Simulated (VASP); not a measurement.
Output of a VASP run:

**OSZICAR**
```
       N       E                     dE             d eps       ncg     rms          rms(c)
DAV:   1     0.825225673039E+02    0.82523E+02   -0.62732E+03   440   0.101E+03
DAV:   2     0.626981427670E+00   -0.81896E+02   -0.77161E+02   492   0.248E+02
DAV:   3    -0.611213089898E+01   -0.67391E+01   -0.67033E+01   542   0.725E+01
DAV:   4    -0.623748804149E+01   -0.12536E+00   -0.12529E+00   479   0.111E+01
DAV:   5    -0.623937856462E+01   -0.18905E-02   -0.18903E-02   537   0.132E+00    0.167E+00
DAV:   6    -0.612361091334E+01    0.11577E+00   -0.18985E-01   500   0.284E+00    0.103E+00
DAV:   7    -0.611223838394E+01    0.11373E-01   -0.87512E-02   503   0.188E+00    0.568E-01
DAV:   8    -0.611601775637E+01   -0.37794E-02   -0.63559E-03   461   0.804E-01    0.108E-01
DAV:   9    -0.611599744014E+01    0.20316E-04   -0.10176E-04   530   0.106E-01    0.564E-02
DAV:  10    -0.611605821954E+01   -0.60779E-04   -0.10733E-04   461   0.100E-01    0.117E-02
DAV:  11    -0.611605822816E+01   -0.86220E-08   -0.74500E-06   503   0.309E-02
   1 F= -.61160582E+01 E0= -.61160582E+01  d E =-.147547E-14
```

OUTCAR:
```
------------------------ aborting loop because EDIFF is reached ----------------------------------------
  FORCE on cell =-STRESS in cart. coord.  units (eV):
  Direction    XX          YY          ZZ          XY          YZ          ZX
  --------------------------------------------------------------------------------------
  Total        0.1835944      0.1835944      0.1835944      0.0000000      0.0000000     -0.0000000
  in kB        5.5297702      5.5297702      5.5297702      0.0000000      0.0000000     -0.0000000
  external PRESSURE =       5.5297702 kB  Pullay stress =       0.0000000 kB
  volume of cell :       53.19
      direct lattice vectors                 reciprocal lattice vectors
     0.000000000  2.985000000  2.985000000    -0.167504188  0.167504188  0.167504188
     2.985000000  0.000000000  2.985000000     0.167504188 -0.167504188  0.167504188
     2.985000000  2.985000000  0.000000000     0.167504188  0.167504188 -0.167504188
 POSITION                                       TOTAL-FORCE (eV/Angst)
 -----------------------------------------------------------------------------------
      0.00000      0.00000      0.00000        -0.000000     -0.000000     -0.000000
      2.98500      2.98500      2.98500         0.000000      0.000000      0.000000
 -----------------------------------------------------------------------------------
    total drift:                                0.000000      0.000000      0.000000
  FREE ENERGIE OF THE ION-ELECTRON SYSTEM (eV)
  ---------------------------------------------------
  free  energy   TOTEN  =        -6.1160582282 eV

  energy  without entropy=       -6.1160582282  energy(sigma->0) =       -6.11605823
```
(Selected blocks of OUTCAR.)

**POSCAR**
```
NaBr
1
    0.0000000000     2.9850000000     2.9850000000
    2.9850000000     0.0000000000     2.9850000000
    2.9850000000     2.9850000000     0.0000000000
Na Br
1 1
Direct
  0.0000000000   0.0000000000   0.0000000000
  0.5000000000   0.5000000000   0.5000000000
```

Q: Reconstruct the remaining input files.

A: One answer among several that fit: the input of the run itself, PBE GGA, plane waves, VASP's PBE PAW potentials (set 64).

INCAR:
```
ENCUT = 400   ! plane-wave cut-off (eV)
LREAL = .FALSE.
ISMEAR = 0   ! Gaussian
SYSTEM = NaBr
EDIFF = 1E-6   ! SCF stop (eV)
NELM = 100   ! most electronic steps
PREC = Accurate
LWAVE = .FALSE.
LASPH = .TRUE.   ! aspherical one-centre terms
GGA = PE   ! PBE
LMAXMIX = 4
LCHARG = .FALSE.
ISIF = 2
ALGO = Normal   ! blocked Davidson
ADDGRID = .TRUE.
SIGMA = 0.05
```

File KPOINTS:
```
K-points
0
Gamma
  7 7 7
0 0 0
```

POTCAR, in this order: Na_pv Br (PBE.64 set). Program: vasp_std.

The compound is NaBr in the rock salt structure. The cell was not relaxed at this level. The run is one of a series of settings (ADDGRID = .TRUE. against the base run), some of them coarse on purpose.
